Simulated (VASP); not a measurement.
# PbO2 (Fm-3m) in VASP: further runs

One crystal, PbO2, is run at these levels: PBE+D3(BJ); tasks: single point, relaxation of cell and atoms.

Everything below comes from runs of VASP 6.6.1. Logs are shortened: lines on timing, memory, paths and dates and some standing lists are left out, and cuts for length are marked.

## 1. The structure

The structure is cubic, space group Fm-3m (No. 225). Conventional cell: a = 5.370 Å, b = 5.370 Å, c = 5.370 Å, α = 90.00°, β = 90.00°, γ = 90.00°. Pb (site symmetry m-3m) has 8 O at 2.33 Å as nearest neighbours. O (site symmetry -43m) has 4 Pb at 2.33 Å as nearest neighbours.

## 2. Single point, PBE+D3(BJ)

INCAR

```
PREC = Accurate
ENCUT = 520
EDIFF = 1E-6
ISMEAR = 0
SIGMA = 0.1
LREAL = F
LASPH = T
NELM = 100
ALGO = Fast
ISIF = 2
LWAVE = F
LCHARG = F
GGA = PE
IVDW = 12
NBANDS = 20
```

KPOINTS

```
regular mesh
0
Gamma
  14 14 14
```

POSCAR

```
PbO2
1.0
    0.0000000000      2.6848375169      2.6848375169
    2.6848375169      0.0000000000      2.6848375169
    2.6848375169      2.6848375169      0.0000000000
Pb O
1 2
Direct
    0.0000000000      0.0000000000      0.0000000000
    0.2500000000      0.2500000000      0.2500000000
    0.7500000000      0.7500000000      0.7500000000
```

Potentials or basis: VASP PAW PBE potentials, release 64 (Pb_d, O).

The run is started by

```
$ cat potpaw_PBE.64/Pb_d/POTCAR potpaw_PBE.64/O/POTCAR > POTCAR
$ mpirun -np 1 vasp_std > vasp.out
```

OUTCAR:

```text
PREC = Accurate
   ENCUT = 520
   EDIFF = 1E-6
   ISMEAR = 0
   LREAL = F
   LASPH = T
   NELM = 100
   ISIF = 2
   GGA = PE
   IVDW = 12
 IVDW          = 12

 ion  position               nearest neighbor table
   1  0.000  0.000  0.000-   3 2.33   3 2.33   3 2.33   2 2.33   3 2.33   2 2.33   2 2.33   2 2.33

   2  0.250  0.250  0.250-   1 2.33   1 2.33   1 2.33   1 2.33
   3  0.750  0.750  0.750-   1 2.33   1 2.33   1 2.33   1 2.33

  LATTYP: Found a face centered cubic cell.
 ALAT       =     5.3696750338

  Lattice vectors:

 A1 = (   0.0000000000,   2.6848375169,   2.6848375169)
 A2 = (   2.6848375169,   0.0000000000,   2.6848375169)
 A3 = (   2.6848375169,   2.6848375169,   0.0000000000)

Analysis of symmetry for initial positions (statically):
=====================================================================
 Subroutine PRICEL returns:
 Original cell was already a primitive cell.

 Routine SETGRP: Setting up the symmetry group for a
 face centered cubic supercell.

 Subroutine GETGRP returns: Found 48 space group operations
 (whereof 48 operations were pure point group operations)
 out of a pool of 48 trial point group operations.

The static configuration has the point symmetry O_h .

Analysis of symmetry for dynamics (positions and initial velocities):
=====================================================================
 Subroutine PRICEL returns:
 Original cell was already a primitive cell.

 Routine SETGRP: Setting up the symmetry group for a
 face centered cubic supercell.

 Subroutine GETGRP returns: Found 48 space group operations
 (whereof 48 operations were pure point group operations)
 out of a pool of 48 trial point group operations.

The dynamic configuration has the point symmetry O_h .

 Subroutine INISYM returns: Found 48 space group operations
 (whereof 48 operations are pure point group operations),
 and found     1 'primitive' translations

----------------------------------------------------------------------------------------

                                     Primitive cell

  volume of cell :      38.7065

  direct lattice vectors                    reciprocal lattice vectors
     0.000000000  2.684837517  2.684837517    -0.186231009  0.186231009  0.186231009
     2.684837517  0.000000000  2.684837517     0.186231009 -0.186231009  0.186231009
     2.684837517  2.684837517  0.000000000     0.186231009  0.186231009 -0.186231009

  length of vectors
     3.796933629  3.796933629  3.796933629     0.322561570  0.322561570  0.322561570

  position of ions in fractional coordinates (direct lattice)
     0.000000000  0.000000000  0.000000000
     0.250000000  0.250000000  0.250000000
     0.750000000  0.750000000  0.750000000

  ion indices of the primitive-cell ions
   primitive index   ion index
                 1           1
                 2           2
                 3           3

----------------------------------------------------------------------------------------

 KPOINTS: regular mesh

Automatic generation of k-mesh.
 Grid dimensions read from file:
 generate k-points for:   14   14   14

 Generating k-lattice:

  Cartesian coordinates                     Fractional coordinates (reciprocal lattice)
    -0.013302215  0.013302215  0.013302215     0.071428571  0.000000000  0.000000000
     0.013302215 -0.013302215  0.013302215     0.000000000  0.071428571  0.000000000
     0.013302215  0.013302215 -0.013302215     0.000000000  0.000000000  0.071428571

  Length of vectors
     0.023040112  0.023040112  0.023040112

  Shift w.r.t. Gamma in fractional coordinates (k-lattice)
     0.000000000  0.000000000  0.000000000

 Subroutine IBZKPT returns following result:
 ===========================================

 Found    104 irreducible k-points:

 Following reciprocal coordinates:
            Coordinates               Weight
  0.000000  0.000000  0.000000      1.000000
  0.071429  0.000000  0.000000      8.000000
  0.142857  0.000000  0.000000      8.000000
  0.214286  0.000000  0.000000      8.000000
  0.285714  0.000000  0.000000      8.000000
  0.357143  0.000000  0.000000      8.000000
[... 16 lines left out ...]
  0.214286  0.142857  0.000000     24.000000
  0.285714  0.142857  0.000000     24.000000
 [... further k-points ...]
   k-points           NKPTS =    104   k-points in BZ     NKDIM =    104   number of bands    NBANDS=     20
   number of dos      NEDOS =    301   number of ions     NIONS =      3
   total plane-waves  NPLWV =  21952
   dimension x,y,z NGX =    28 NGY =   28 NGZ =   28
   dimension x,y,z NGXF=    56 NGYF=   56 NGZF=   56
   ions per type =               1   2
   NGX,Y,Z   is equivalent  to a cutoff of  12.26, 12.26, 12.26 a.u.
   NGXF,Y,Z  is equivalent  to a cutoff of  24.52, 24.52, 24.52 a.u.
 SYSTEM =  unknown system
   PREC   = accura    normal or accurate (medium, high low for compatibility)
   ISTART =      0    job   : 0-new  1-cont  2-samecut
   ICHARG =      2    charge: 1-file 2-atom 10-const
   ISPIN  =      1    spin polarized calculation?
   LNONCOLLINEAR =      F non collinear calculations
   LSORBIT =      F    spin-orbit coupling
   LASPH  =      T    aspherical Exc in radial PAW
   ENCUT  =  520.0 eV  38.22 Ry    6.18 a.u.   7.06  7.06  7.06*2*pi/ulx,y,z
   NELM   =    100;   NELMIN=  2; NELMDL= -5     # of ELM steps
   EDIFF  = 0.1E-05   stopping-criterion for ELM
   LREAL  =      F    real-space projection
   EDIFFG = 0.1E-04   stopping-criterion for IOM
   NSW    =      0    number of steps for IOM
   IBRION =     -1    ionic relax: 0-MD 1-quasi-New 2-CG
   NFREE  =      0    steps in history (QN), initial steepest desc. (CG)
   ISIF   =      2    stress and relaxation
   ISYM   =      2    0-nonsym 1-usesym 2-fastsym
   POTIM  = 0.5000    time-step for ionic-motion
   TEBEG  =    0.0;   TEEND  =   0.0 temperature during run
   PSTRESS=    0.0 pullay stress
   NELECT =      26.0000    total number of electrons
   NUPDOWN=      -1.0000    fix difference up-down
   EMIN   =  10.00;   EMAX   =-10.00  energy-range for DOS
   EFERMI =   0.00;   METHOD = LEGACY
   ISMEAR =     0;   SIGMA  =   0.10  broadening in eV -4-tet -1-fermi 0-gaus
   EFERMI_NEDOS =   21; number of points for ismear=-14 and -15
   IALGO  =     68    algorithm
   IMIX   =      4    mixing-type and parameters
     AMIX     =   0.40;   BMIX     =  1.00
     AMIX_MAG =   1.60;   BMIX_MAG =  1.00
  volume/ion in A,a.u.               =      12.90        87.07
  Fermi-wavevector in a.u.,A,eV,Ry     =   1.433743  2.709381 27.968390  2.055619
  Thomas-Fermi vector in A             =   2.553228
   LORBIT       =      0    0 simple, 1 ext, 2 COOP (PROOUT), +10 PAW based schemes
   GGA     = PE    functional components
   LHFCALC =     F    Hartree Fock is set to
   AEXX    =    0.0000 exact exchange contribution
   IVDW    =    12    specifies the selected vdW correction
   LEPSILON=     F    determine dielectric tensor
   LRPA    =     F    only Hartree local field effects (RPA)
 non-spin polarized calculation
 RMM-DIIS sequential band-by-band and
 Gauss-broadening in eV      SIGMA  =   0.10
  energy-cutoff  :      520.00
  volume of cell :       38.71
 maximum number of plane-waves:      1056
   NGX = 15   NGY = 15   NGZ = 15

 number of electron      26.0000001 magnetization

 Free energy of the ion-electron system (eV)
  ---------------------------------------------------
  ext. energy  EPLUGINS =         0.00000000
  ---------------------------------------------------
  free energy    TOTEN  =       -15.60205736 eV

  energy without entropy =      -15.59889757  energy(sigma->0) =      -15.60047747

 E-fermi :   5.8759     XC(G=0): -11.2478

 val. band max:        5.8505234319   @ k =  -0.3571   0.5000   0.1429
 cond. band min:       5.8887173662   @ k =  -0.2857   0.5000   0.2143
 fundamental gap:      0.0381939343
 Fermi energy:         5.8758871720

 k-point     1 :       0.0000    0.0000    0.0000
  band No.  band energies     occupation
      1     -12.7789      2.00000
      2      -9.8514      2.00000
      3      -9.8325      2.00000
      4      -9.8325      2.00000
      5      -9.8325      2.00000
      6      -9.5794      2.00000
[... 12 lines left out ...]
     19      21.5647      0.00000
     20      21.5647      0.00000

 k-point     2 :       0.0714    0.0000    0.0000
  band No.  band energies     occupation
      1     -12.7359      2.00000
      2     -10.2504      2.00000
      3      -9.8257      2.00000
      4      -9.8257      2.00000
      5      -9.5800      2.00000
      6      -9.5800      2.00000
[... 12 lines left out ...]
     19      21.5181      0.00000
     20      21.5181      0.00000

 k-point     3 :       0.1429    0.0000    0.0000
  band No.  band energies     occupation
      1     -12.6142      2.00000
      2     -10.6205      2.00000
      3      -9.8078      2.00000
      4      -9.8078      2.00000
      5      -9.5804      2.00000
      6      -9.5804      2.00000
[... 12 lines left out ...]
     19      21.4079      0.00000
     20      21.4079      0.00000

 k-point     4 :       0.2143    0.0000    0.0000
  band No.  band energies     occupation
      1     -12.4387      2.00000
      2     -10.9194      2.00000
      3      -9.7857      2.00000
      4      -9.7857      2.00000
      5      -9.5768      2.00000
      6      -9.5768      2.00000
[... 429 lines left out ...]
 k-point    23 :       0.2143    0.1429    0.0000
  band No.  band energies     occupation
      1     -12.4142      2.00000
      2     -10.9968      2.00000
      3      -9.7604      2.00000
      4      -9.7554      2.00000
      5      -9.6078      2.00000
      6      -9.5598      2.00000
[... 12 lines left out ...]
     19      21.6459      0.00000
     20      21.6783      0.00000

 k-point    24 :       0.2857    0.1429    0.0000
  band No.  band energies     occupation
      1     -12.2368      2.00000
      2     -11.2089      2.00000
      3      -9.7380      2.00000
      4      -9.7134      2.00000
      5      -9.6035      2.00000
      6      -9.5499      2.00000
[... 12 lines left out ...]
     19      21.6273      0.00000
     20      22.5637      0.00000

 [... further k-points ...]

------------------------ aborting loop because EDIFF is reached ----------------------------------------

 Edisp (eV)   -0.69593

 E8    (eV) :    -0.2946

  FORCE on cell =-STRESS in cart. coord.  units (eV):
  Direction    XX          YY          ZZ          XY          YZ          ZX
  --------------------------------------------------------------------------------------
  -------------------------------------------------------------------------------------
  Total       0.06043     0.06043     0.06043     0.00000     0.00000     0.00000
  in kB       2.50128     2.50128     2.50128     0.00000     0.00000     0.00000
  external pressure =        2.50 kB  Pullay stress =        0.00 kB

 VOLUME and BASIS-vectors are now :
 -----------------------------------------------------------------------------
  energy-cutoff  :      520.00
  volume of cell :       38.71
      direct lattice vectors                 reciprocal lattice vectors
     0.000000000  2.684837517  2.684837517    -0.186231009  0.186231009  0.186231009
     2.684837517  0.000000000  2.684837517     0.186231009 -0.186231009  0.186231009
     2.684837517  2.684837517  0.000000000     0.186231009  0.186231009 -0.186231009

 POSITION                                       TOTAL-FORCE (eV/Angst)
 -----------------------------------------------------------------------------------
      0.00000      0.00000      0.00000        -0.000000      0.000000      0.000000
      1.34242      1.34242      1.34242         0.000000      0.000000      0.000000
      4.02726      4.02726      4.02726        -0.000000     -0.000000     -0.000000
 -----------------------------------------------------------------------------------
    total drift:                                0.000000      0.000000      0.000000

  FREE ENERGIE OF THE ION-ELECTRON SYSTEM (eV)
  ---------------------------------------------------
  free  energy   TOTEN  =       -16.2979878117 eV

  energy  without entropy=      -16.2948280206  energy(sigma->0) =      -16.29640792
```

It took 58 s on 1 thread of AMD EPYC 9R45 (Zen 5), shared host; peak memory 0.18 GiB.

Results:

```
Free energy                : -16.2980 eV
Pressure                   : 0.3 GPa
Band gap on the k mesh     : none (metal or under the smearing width)
Dispersion energy per atom : -0.232 eV
```

Caveat: pairwise dispersion overbinds metals, which lowers pressure and volume. Spin-orbit coupling is left out, which matters for the levels of Pb.

## 3. Relaxation of cell and atoms, PBE+D3(BJ)

This run uses another cell than the first one, of 13.14 Å³/atom, 1.018 times its volume.

INCAR

```
PREC = Accurate
ENCUT = 600
EDIFF = 1E-6
ISMEAR = 0
SIGMA = 0.1
LREAL = False
LASPH = True
NELM = 100
ALGO = Normal
ISIF = 3
LWAVE = False
LCHARG = False
GGA = PE
IVDW = 12
IBRION = 2
NSW = 70
EDIFFG = -0.02
```

KPOINTS

```
Automatic mesh
0
Gamma
  14 14 14
```

POSCAR

```
PbO2
1.0
    0.0000000000      2.7009292672      2.7009292672
    2.7009292672      0.0000000000      2.7009292672
    2.7009292672      2.7009292672      0.0000000000
Pb O
1 2
Direct
    0.0000000000      0.0000000000      0.0000000000
    0.2500000000      0.2500000000      0.2500000000
    0.7500000000      0.7500000000      0.7500000000
```

Potentials or basis: VASP PAW PBE potentials, release 64 (Pb_d, O).

The run is started by

```
$ cat potpaw_PBE.64/Pb_d/POTCAR potpaw_PBE.64/O/POTCAR > POTCAR
$ mpirun -np 1 vasp_std > vasp.out
```

Wall time 1.9 min (1 thread of AMD EPYC 9R45 (Zen 5), shared host); peak memory 0.21 GiB.

The run converged. Its results:

```
Free energy                            : -16.3035 eV
Relaxed volume                         : 12.91 Å³/atom
Relaxed cell                           : a = 3.798 Å, b = 3.798 Å, c = 3.798 Å, α = 60.00°, β = 60.00°, γ = 60.00°
Space group after relaxing (to 0.05 Å) : Fm-3m (No. 225)
Energy gained by relaxing              : 1.7 meV/atom
Ionic steps                            : 3
Pressure after relaxing                : 0.0 GPa
Band gap on the k mesh                 : none (metal or under the smearing width)
Dispersion energy per atom             : -0.232 eV
```

The path:
| step | energy change (eV) | largest force (eV/Å) | pressure (GPa) | volume (Å³) |
| --- | --- | --- | --- | --- |
| 1 | 0.0000 | 0.0000 | -2.30 | 39.41 |
| 2 | -0.0033 | 0.0000 | 1.43 | 38.34 |
| 3 | -0.0050 | 0.0000 | 0.00 | 38.73 |

Final structure:
```xyz
3
Lattice="0.0000 2.6853 2.6853 2.6853 0.0000 2.6853 2.6853 2.6853 0.0000" Properties=species:S:1:pos:R:3 pbc="T T T"
Pb    0.0000    0.0000    0.0000
O     1.3427    1.3427    1.3427
O     4.0279    4.0279    4.0279
```

Levels at points of the mesh, in eV from the Fermi level:
```
           k point  band 10  band 11  band 12  band 13  band 14  band 15  band 16  band 17
(0.00, 0.00, 0.00)    -2.00    -2.00    -1.23    -1.23    -1.23     7.05     7.05     7.05
(0.50, 0.00, 0.00)    -2.83    -2.83    -1.43    -1.43     2.69     7.22     9.65     9.65
(0.50, 0.50, 0.00)    -4.57    -0.25    -0.14    -0.14     1.76     6.32     9.49    11.00
```

Caveat: pairwise dispersion overbinds metals, which lowers pressure and volume. Spin-orbit coupling is left out, which matters for the levels of Pb.
